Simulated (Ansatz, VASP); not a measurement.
## Cu in VASP and in Ansatz

File INCAR:

```
PREC = Accurate
ENCUT = 520
EDIFF = 1E-8
ISMEAR = -1
SIGMA = 0.08
LREAL = F
LASPH = T
NELM = 100
ALGO = Fast
ISIF = 2
LWAVE = F
LCHARG = F
GGA = PE
LEFG = T
NBANDS = 12
```

The input KPOINTS:

```
Automatic mesh
0
Gamma
  19 19 19
```

POSCAR

```
Cu
1.0
    0.0000000000      1.8258507244      1.7713500000
    1.8258507244      0.0000000000      1.7713500000
    1.8258507244      1.8258507244      0.0000000000
Cu
1
Direct
    0.0000000000      0.0000000000      0.0000000000
```

Input for Ansatz:

```yaml
crystal:
  lattice:
    - [0.0, 1.8258507244, 1.77135]
    - [1.8258507244, 0.0, 1.77135]
    - [1.8258507244, 1.8258507244, 0.0]
  atoms:
    - { symbol: Cu, position: [0.0, 0.0, 0.0] }
kpoints:
  mp_grid: { grid: [19, 19, 19] }
scf:
  occupations: { method: fermi_dirac, width: 0.08 }
hamiltonian:
  xc: pbe
  pseudopotentials: { kind: all_electron, datasets: crystal }
output:
  forces: true
  stress: true
  eigenvalues: true
  efg: { contact_densities: true }
```

Change from the starting cell: z stretched by -2 % at fixed volume, crystal datasets.

Alike in both runs: task electric field gradients; functional PBE; k mesh 19 × 19 × 19; occupations fermi-dirac, width 0.08 eV; no spin polarisation.

|  | VASP | Ansatz |
| --- | --- | --- |
| version | VASP 6.6.1 | Ansatz 0.2.0 |
| potentials or method | VASP PAW PBE potentials, release 64 (Cu) | all-electron PAW with datasets made for the crystal, scalar-relativistic |
| plane-wave cutoff (eV) | 520 | see its input |

```tsv
	VASP	Ansatz	Ansatz less VASP
pressure (GPa)	2.3	1.7	-0.55
largest component of the traceless stress (GPa)	0.81	0.83	+0.019
Vzz of the field gradient on the site that differs most (V/Å²)	-0.1	0.3	+0.41
```

Ansatz ran all-electron here, so the differences hold the error of VASP's frozen core and of both bases.
